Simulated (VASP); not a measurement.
# O in VASP: relaxation of the atoms with PBE+D3(BJ)

Aim: the relaxation of the atoms of O with PBE+D3(BJ).

All numbers are computed with VASP 6.6.1; they aren't measurements. Logs are shortened: lines on timing, memory, paths and dates and some standing lists are left out, and cuts for length are marked.

## Step 1: The molecule as given

The cell holds a molecule in a box, 1 atom: a = 10.500 Å, b = 11.000 Å, c = 11.500 Å, α = 90.00°, β = 90.00°, γ = 90.00°.

## Step 2: Relaxation of the atoms, PBE+D3(BJ), collinear spin, ferromagnetic start

INCAR

```
PREC = Accurate
ENCUT = 400
EDIFF = 1E-6
ISMEAR = 0
SIGMA = 0.01
LREAL = F
LASPH = T
NELM = 80
ALGO = Normal
ISIF = 2
LWAVE = F
LCHARG = F
ISPIN = 2
MAGMOM = 2.1
LORBIT = 11
NUPDOWN = 2
GGA = PE
IVDW = 12
IBRION = 2
NSW = 120
EDIFFG = -0.03
ISYM = 0
```

KPOINTS

```
Automatic mesh
0
Gamma
  1 1 1
```

POSCAR

```
O
1.0
   10.5000000000      0.0000000000      0.0000000000
    0.0000000000     11.0000000000      0.0000000000
    0.0000000000      0.0000000000     11.5000000000
O
1
Selective dynamics
Direct
    0.5000000000      0.5045454545      0.5000000000  F F F
```

Potentials or basis: VASP PAW PBE potentials, release 64 (O).

The run is started by

```bash
$ cat potpaw_PBE.64/O/POTCAR > POTCAR
$ mpirun -np 1 vasp_gam > vasp.out
```

OUTCAR:

```text
PREC = Accurate
   ENCUT = 400
   EDIFF = 1E-6
   ISMEAR = 0
   LREAL = F
   LASPH = T
   NELM = 80
   ISIF = 2
   ISPIN = 2
   LORBIT = 11
   NUPDOWN = 2
   GGA = PE
   IVDW = 12
   IBRION = 2
   NSW = 120
   EDIFFG = -0.03
   ISYM = 0
 IVDW          = 12

 ion  position               nearest neighbor table
   1  0.500  0.505  0.500-

IMPORTANT INFORMATION: All symmetrisations will be switched off!
NOSYMM: (Re-)initialisation of all symmetry stuff for point group C_1.

----------------------------------------------------------------------------------------

                                     Primitive cell

  volume of cell :    1328.2500

  direct lattice vectors                    reciprocal lattice vectors
    10.500000000  0.000000000  0.000000000     0.095238095  0.000000000  0.000000000
     0.000000000 11.000000000  0.000000000     0.000000000  0.090909091  0.000000000
     0.000000000  0.000000000 11.500000000     0.000000000  0.000000000  0.086956522

  length of vectors
    10.500000000 11.000000000 11.500000000     0.095238095  0.090909091  0.086956522

  position of ions in fractional coordinates (direct lattice)
     0.500000000  0.504545454  0.500000000

  ion indices of the primitive-cell ions
   primitive index   ion index
                 1           1

----------------------------------------------------------------------------------------

 KPOINTS: Automatic mesh

Automatic generation of k-mesh.
 Grid dimensions read from file:
 generate k-points for:    1    1    1

 Generating k-lattice:

  Cartesian coordinates                     Fractional coordinates (reciprocal lattice)
     0.095238095  0.000000000  0.000000000     1.000000000  0.000000000  0.000000000
     0.000000000  0.090909091  0.000000000     0.000000000  1.000000000  0.000000000
     0.000000000  0.000000000  0.086956522     0.000000000  0.000000000  1.000000000

  Length of vectors
     0.095238095  0.090909091  0.086956522

  Shift w.r.t. Gamma in fractional coordinates (k-lattice)
     0.000000000  0.000000000  0.000000000

 Subroutine IBZKPT returns following result:
 ===========================================

 Found      1 irreducible k-points:

 Following reciprocal coordinates:
            Coordinates               Weight
  0.000000  0.000000  0.000000      1.000000
   k-points           NKPTS =      1   k-points in BZ     NKDIM =      1   number of bands    NBANDS=      8
   number of dos      NEDOS =    301   number of ions     NIONS =      1
   total plane-waves  NPLWV = 403200
   dimension x,y,z NGX =    70 NGY =   72 NGZ =   80
   dimension x,y,z NGXF=   140 NGYF=  144 NGZF=  160
   ions per type =               1
   NGX,Y,Z   is equivalent  to a cutoff of  11.08, 10.88, 11.56 a.u.
   NGXF,Y,Z  is equivalent  to a cutoff of  22.17, 21.76, 23.13 a.u.
 SYSTEM =  unknown system
   PREC   = accura    normal or accurate (medium, high low for compatibility)
   ISTART =      0    job   : 0-new  1-cont  2-samecut
   ICHARG =      2    charge: 1-file 2-atom 10-const
   ISPIN  =      2    spin polarized calculation?
   LNONCOLLINEAR =      F non collinear calculations
   LSORBIT =      F    spin-orbit coupling
   LASPH  =      T    aspherical Exc in radial PAW
   ENCUT  =  400.0 eV  29.40 Ry    5.42 a.u.  17.12 17.94 18.75*2*pi/ulx,y,z
   NELM   =     80;   NELMIN=  2; NELMDL= -5     # of ELM steps
   EDIFF  = 0.1E-05   stopping-criterion for ELM
   LREAL  =      F    real-space projection
   EDIFFG = -.3E-01   stopping-criterion for IOM
   NSW    =    120    number of steps for IOM
   IBRION =      2    ionic relax: 0-MD 1-quasi-New 2-CG
   NFREE  =      1    steps in history (QN), initial steepest desc. (CG)
   ISIF   =      2    stress and relaxation
   ISYM   =      0    0-nonsym 1-usesym 2-fastsym
   POTIM  = 0.5000    time-step for ionic-motion
   TEBEG  =    0.0;   TEEND  =   0.0 temperature during run
   PSTRESS=    0.0 pullay stress
   NELECT =       6.0000    total number of electrons
   NUPDOWN=       2.0000    fix difference up-down
   EMIN   =  10.00;   EMAX   =-10.00  energy-range for DOS
   EFERMI =   0.00;   METHOD = LEGACY
   ISMEAR =     0;   SIGMA  =   0.01  broadening in eV -4-tet -1-fermi 0-gaus
   EFERMI_NEDOS =   21; number of points for ismear=-14 and -15
   IALGO  =     38    algorithm
   IMIX   =      4    mixing-type and parameters
     AMIX     =   0.40;   BMIX     =  1.00
     AMIX_MAG =   1.60;   BMIX_MAG =  1.00
  volume/ion in A,a.u.               =    1328.25      8963.47
  Fermi-wavevector in a.u.,A,eV,Ry     =   0.270623  0.511404  0.996450  0.073237
  Thomas-Fermi vector in A             =   1.109268
   LORBIT       =     11    0 simple, 1 ext, 2 COOP (PROOUT), +10 PAW based schemes
   GGA     = PE    functional components
   LHFCALC =     F    Hartree Fock is set to
   AEXX    =    0.0000 exact exchange contribution
   IVDW    =    12    specifies the selected vdW correction
   LEPSILON=     F    determine dielectric tensor
   LRPA    =     F    only Hartree local field effects (RPA)
 conjugate gradient relaxation of ions
 spin polarized calculation
 Gauss-broadening in eV      SIGMA  =   0.01
  energy-cutoff  :      400.00
  volume of cell :     1328.25
 maximum number of plane-waves:     12033
 NGX is ok and might be reduce to    70
   NGX = 35   NGY = 35   NGZ = 37

 number of electron       5.9999998 magnetization       2.0000085

 Free energy of the ion-electron system (eV)
  ---------------------------------------------------
  ext. energy  EPLUGINS =         0.00000000
  ---------------------------------------------------
  free energy    TOTEN  =        -1.88586440 eV

  energy without entropy =       -1.88586440  energy(sigma->0) =       -1.88586440

 E-fermi :  -7.4787     XC(G=0):  -0.3373

 val. band max:       -7.5412390144   @ k =   0.0000   0.0000   0.0000
 cond. band min:      -6.4540732235   @ k =   0.0000   0.0000   0.0000
 fundamental gap:      1.0871657910
 Fermi energy:        -8.7071374150

 spin component 1

 k-point     1 :       0.0000    0.0000    0.0000
  band No.  band energies     occupation
      1     -25.1692      1.00000
      2     -10.8440      1.00000
      3     -10.8432      1.00000
      4      -8.7551      1.00000
      5      -0.3633      0.00000
      6       0.7217      0.00000
      7       0.8841      0.00000
      8       0.9520      0.00000
 Fermi energy:        -7.4787252344

 spin component 2

 k-point     1 :       0.0000    0.0000    0.0000
  band No.  band energies     occupation
      1     -21.5638      1.00000
      2      -7.5412      1.00000
      3      -6.4541      0.00000
      4      -6.4530      0.00000
      5      -0.2057      0.00000
      6       0.9082      0.00000
      7       0.9492      0.00000
      8       1.1070      0.00000

------------------------ aborting loop because EDIFF is reached ----------------------------------------

 Edisp (eV)   -0.00002

 E8    (eV) :    -0.0000

  FORCE on cell =-STRESS in cart. coord.  units (eV):
  Direction    XX          YY          ZZ          XY          YZ          ZX
  --------------------------------------------------------------------------------------
  -------------------------------------------------------------------------------------
  Total      -0.84139    -0.76967    -0.93596    -0.01961     0.03025     0.11800
  in kB      -1.01491    -0.92840    -1.12899    -0.02365     0.03648     0.14233
  external pressure =       -1.02 kB  Pullay stress =        0.00 kB

 VOLUME and BASIS-vectors are now :
 -----------------------------------------------------------------------------
  energy-cutoff  :      400.00
  volume of cell :     1328.25
      direct lattice vectors                 reciprocal lattice vectors
    10.500000000  0.000000000  0.000000000     0.095238095  0.000000000  0.000000000
     0.000000000 11.000000000  0.000000000     0.000000000  0.090909091  0.000000000
     0.000000000  0.000000000 11.500000000     0.000000000  0.000000000  0.086956522

 POSITION                                       TOTAL-FORCE (eV/Angst)
 -----------------------------------------------------------------------------------
      5.25000      5.55000      5.75000        -0.000000     -0.000279      0.000050
 -----------------------------------------------------------------------------------
    total drift:                               -0.000000     -0.000279      0.000050

  FREE ENERGIE OF THE ION-ELECTRON SYSTEM (eV)
  ---------------------------------------------------
  free  energy   TOTEN  =        -1.8858873561 eV

  energy  without entropy=       -1.8858873561  energy(sigma->0) =       -1.88588736

 reached required accuracy - stopping structural energy minimisation

 total charge

# of ion       s       p       d       tot
------------------------------------------
    1        1.649   2.942   0.000   4.592

 magnetization (x)

# of ion       s       p       d       tot
------------------------------------------
    1        0.017   1.531   0.000   1.547
```

Run time: 4.4 min. Hardware: 1 thread of Intel Xeon 6975P-C (Granite Rapids), shared host; peak memory 1.1 GiB.

What came out:

```yaml
Free_energy: -1.8859 eV
Net_moment: 2.00 μB per cell
Site_moments: O +1.55 μB
Valence_electrons_inside_the_program's_atomic_spheres: O 4.59
Dispersion_energy_per_atom: 0.000 eV
```

Final structure:
```
O
1.0
    10.50000    0.00000    0.00000
     0.00000   11.00000    0.00000
     0.00000    0.00000   11.50000
O
1
Direct
  0.50000 0.50455 0.50000
```

Caveat: the cutoff is under 1.25 times the usual one of these potentials, so pressure, stress and relaxed cells hold a basis-set (Pulay) error; the relaxation stopped at its first step, so nothing moved; the total moment is fixed, so each spin has its own Fermi level.
